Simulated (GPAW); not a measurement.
Write an ASE script for GPAW 26.7.0 that does the following.

```yaml
Task: single point
Functional: PBE
Potentials_or_basis: GPAW PAW data sets (gpaw-data 1.2.1)
Cutoff: 800 eV
Basis: pw
k_mesh: 6 × 6 × 9
Occupations: fermi-dirac, width 0.05 eV
Spin: no spin polarisation
Maxiter: 150
```

The system is TiO2.

```xyz
6
Lattice="4.5998 0.0000 0.0000 0.0000 4.5998 0.0000 0.0000 0.0000 2.9592" Properties=species:S:1:pos:R:3 pbc="T T T"
Ti   -0.0329    0.0348    1.4720
Ti    2.2625    2.3487   -0.0103
O     1.4100    1.3962    1.4689
O     0.8706    3.7160    0.0144
O     3.6592    0.8931    0.0208
O     3.2157    3.2459    1.5089
```

The cell is a database's computed one.

The cell isn't the ideal one: atoms moved at random, drawn with an rms of 0.05 Å.

The input as run:

run.py

```python
from ase import Atoms
from ase.dft.bandgap import bandgap
from ase.io import write
from ase.units import GPa
from gpaw import GPAW, PW

atoms = Atoms(['Ti', 'Ti', 'O', 'O', 'O', 'O'],
              cell=[[4.5998373239, 0.0, 0.0],
                    [0.0, 4.5998373239, 0.0],
                    [0.0, 0.0, 2.95921356]],
              scaled_positions=[[-0.007152, 0.007574, 0.497422],
                                [0.491873, 0.510615, -0.003465],
                                [0.306536, 0.303542, 0.496389],
                                [0.189269, 0.80785, 0.004857],
                                [0.795515, 0.194159, 0.00703],
                                [0.699096, 0.705666, 0.509897]],
              pbc=True)

calc = GPAW(mode=PW(800),
            xc='PBE',
            kpts={'size': (6, 6, 9), 'gamma': True},
            occupations={'name': 'fermi-dirac', 'width': 0.05},
            nbands=43,
            convergence={'density': 1e-05, 'energy': 1e-05},
            maxiter=150,
            txt='gpaw.txt')
atoms.calc = calc
energy = atoms.get_potential_energy()
forces = atoms.get_forces()
stress = atoms.get_stress()
calc.write('gs.gpw')
write('result.traj', atoms)
print(f'Energy: {energy:.6f} eV')
print('Forces (eV/A):')
print(forces.round(4))
print('Stress (GPa):', (stress / GPa).round(3))
print('Fermi level:', round(calc.get_fermi_level(), 4), 'eV')
print(f'Gap: {bandgap(calc)[0]:.4f} eV, direct: {bandgap(calc, direct=True)[0]:.4f} eV')
```

Potentials or basis: GPAW PAW data sets (gpaw-data 1.2.1), pw.

The run is started by

```bash
$ OMP_NUM_THREADS=1 python run.py
```

Results of the run:

The pressure is 5.2 GPa and the largest force is 0.845 eV/Å. The band gap on the k mesh is 1.80 eV, indirect (least direct gap 1.83 eV).

Caveat: an odd mesh through Γ misses points on the zone boundary, where band edges often lie.

Wall time 12 min on 1 thread of Intel(R) Xeon(R) Processor @ 2.50GHz (Skylake/Cascade Lake), on a shared host, peak memory 0.66 GiB.
